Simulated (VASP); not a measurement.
# SiO₂, self-consistent run: which settings are enough?

SiO₂, I4/mmm (no. 139), 12 atoms in the cell. PBEsol; PAW potentials Si, O (PBE set). VASP 6.6.1.

Wanted: energy within 0.2 meV/atom; levels at the zone centre within 0.003 eV.

What the run is for: comparing ways to start; Accuracy asked: tight.

Levels at the zone centre: counted from the valence top at that point.

POSCAR:
```
SiO2
1.0
   -4.4720405200      4.4720405200      2.6117703500
    4.4720405200     -4.4720405200      2.6117703500
    4.4720405200      4.4720405200     -2.6117703500
Si O
4 8
Direct
    0.8231114200      0.8231114200      0.6462228400
    0.1768885800      0.8231114200      0.0000000000
    0.8231114200      0.1768885800      0.0000000000
    0.1768885800      0.1768885800      0.3537771600
    0.0000000000      0.7914513400      0.7914513400
    0.2085486600      0.0000000000      0.2085486600
    0.7914513400      0.0000000000      0.7914513400
    0.0000000000      0.2085486600      0.2085486600
    0.0000000000      0.0000000000      0.5000000000
    0.5000000000      0.0000000000      0.0000000000
    0.0000000000      0.5000000000      0.0000000000
    0.5000000000      0.5000000000      0.5000000000
```

## How the run starts (with a second run first, the time holds both)

| How the run starts (with a second run first, the time holds both) | Energy less reference (meV/atom) | Levels at the zone centre, largest deviation (eV) | Time (s) |
|---|---|---|---|
| from scratch: 14 SCF iterations | 0.00 | 0.0000 | 58 |
| orbitals of a nearby geometry (ISTART 1): 15 + 11 SCF iterations | 0.00 | 0.0000 | 191 |
| orbitals and density of a nearby geometry: 15 + 11 SCF iterations | 0.00 | 0.0003 | 209 |
| density of a nearby geometry (ICHARG 1): 15 + 13 SCF iterations | 0.00 | 0.0003 | 186 |
| orbitals in the old basis (ISTART 2), symmetry off: 15 + 10 SCF iterations | 0.19 | 0.0001 | 313 |

Chosen: from scratch: 14 SCF iterations; no other choice that stays within half of the tolerance saves 30 % of the time.

The chosen settings are those of the reference run.

Values of the reference run: Levels at the zone centre: -0.008, 0, 5.532 eV from the valence top at Gamma.

## The input

INCAR:
```
SYSTEM = SiO2
GGA      = PS             ! functional
ISMEAR   = 0              ! smearing method
SIGMA    = 0.03           ! smearing width, eV
LWAVE    = .FALSE.        ! write WAVECAR
LCHARG   = .FALSE.        ! write CHGCAR
ISIF     = 2              ! what is computed and relaxed
PREC     = Accurate       ! precision mode
LASPH    = .TRUE.         ! aspherical terms in the spheres
LREAL    = .FALSE.        ! projectors in reciprocal space
ALGO     = Normal         ! electronic algorithm
EDIFF    = 1E-6           ! SCF threshold, eV
NELM     = 120            ! most SCF steps
GGA_COMPAT= .FALSE.      
ENCUT    = 520            ! plane-wave cutoff, eV
EFERMI   = MIDGAP       
KPAR     = 2             
```

KPOINTS:
```
k-points
0
Gamma
  5 5 5
```

Commands:
```
cat potpaw_PBE.64/Si/POTCAR potpaw_PBE.64/O/POTCAR > POTCAR
mpirun -np 2 vasp_std > vasp.out
```

The chosen input took VASP 6.6.1 58 s on 2 cores (AMD EPYC 9R45 (Zen 5)), a shared host.

## An input that fails: restart asked without its files

VASP's message: ERROR: charge density could not be read from file CHGCAR for ICHARG>10.

Changes against the starting input:
```
- NELM = 120
+ NELM = 60
+ ICHARG = 11
```
